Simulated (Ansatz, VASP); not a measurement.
## Si2W in VASP and in Ansatz

File INCAR:

```
PREC = Accurate
ENCUT = 520
EDIFF = 1E-6
ISMEAR = -1
SIGMA = 0.05
LREAL = False
LASPH = True
NELM = 150
ALGO = Normal
ISIF = 2
LWAVE = False
LCHARG = False
LMAXMIX = 4
LDAU = True
LDAUTYPE = 2
LDAUL = 2 -1
LDAUU = 6 0
LDAUJ = 0 0
LDAUPRINT = 1
NBANDS = 43
```

File KPOINTS:

```
Automatic mesh
0
Gamma
  5 5 3
```

POSCAR

```
Si2W
1.0
    4.6168523821      0.0000000000      0.0000000000
   -2.3084261911      3.9983114484      0.0000000000
    0.0000000000      0.0000000000      6.6532220000
W Si
3 6
Direct
    0.5000000000      0.0000000000      0.5000000000
    0.5000000000      0.5000000000      0.8333333333
    0.0000000000      0.5000000000      0.1666666667
    0.3272520000      0.1636260000      0.1666666667
    0.8363740000      0.1636260000      0.8333333333
    0.1636260000      0.3272520000      0.5000000000
    0.6727480000      0.8363740000      0.1666666667
    0.1636260000      0.8363740000      0.8333333333
    0.8363740000      0.6727480000      0.5000000000
```

input.yaml

```yaml
crystal:
  lattice:
    - [4.6168523821, 0.0, 0.0]
    - [-2.3084261911, 3.9983114484, 0.0]
    - [0.0, 0.0, 6.653222]
  atoms:
    - { symbol: W, position: [0.5, 0.0, 0.5] }
    - { symbol: W, position: [0.5, 0.5, 0.8333333333] }
    - { symbol: W, position: [0.0, 0.5, 0.1666666667] }
    - { symbol: Si, position: [0.327252, 0.163626, 0.1666666667] }
    - { symbol: Si, position: [0.836374, 0.163626, 0.8333333333] }
    - { symbol: Si, position: [0.163626, 0.327252, 0.5] }
    - { symbol: Si, position: [0.672748, 0.836374, 0.1666666667] }
    - { symbol: Si, position: [0.163626, 0.836374, 0.8333333333] }
    - { symbol: Si, position: [0.836374, 0.672748, 0.5] }
hamiltonian:
  xc: lda
  pseudopotentials: { kind: paw }
  hubbard: { sites: [{ species: W, l: d, u_eff: 6.0 }] }
kpoints:
  mp_grid: { grid: [5, 5, 3] }
scf:
  occupations: { method: fermi_dirac, width: 0.05 }
output:
  forces: true
  stress: true
  eigenvalues: true
```

Measurements of this composition are mostly on another form, of space group No. 139.

Alike in both runs: task single point; functional LDA; k mesh 5 × 5 × 3; occupations fermi-dirac, width 0.05 eV; no spin polarisation; Hubbard terms W d U = 6.0 eV.

```csv
,VASP,Ansatz
version,VASP 6.6.1,Ansatz 0.2.0
potentials or method,"VASP PAW LDA potentials, release 64 (W_sv, Si)",Ansatz PAW
plane-wave cutoff (eV),520,420
valence electrons in the cell,66,66
```

VASP gave:

| Property | Result |
| --- | --- |
| gap on the k mesh at the Fermi level (eV) | 0.53 |
| least direct gap on the mesh (eV) | 1.18 |
| pressure (GPa) | -3.2 |
| largest component of the traceless stress (GPa) | 0.70 |
| rms of the force components (eV/Å) | 0.027 |

Task: What did Ansatz give for the same quantities?

Result: gap on the k mesh at the Fermi level (eV): 0.95; least direct gap on the mesh (eV): 1.42; pressure (GPa): -10.3; largest component of the traceless stress (GPa): 0.78; rms of the force components (eV/Å): 0.006.

The programs project onto different local orbitals, so the same U acts differently. Atom by atom the forces differ by 0.033 eV/Å (rms over components).

Caveats: spin-orbit coupling is left out, which moves the levels of the heavy elements; the U is typed as a test and isn't derived for this compound; an odd mesh through Γ misses points on the zone boundary, where band edges often lie (VASP); odd divisions of the mesh miss points on the zone boundary, where band edges often lie, so the gap on the mesh can be too wide (Ansatz); the PAW data sets come from PBE, with cores solved anew for the run's functional, which leaves a small shift of forces and pressure (Ansatz).
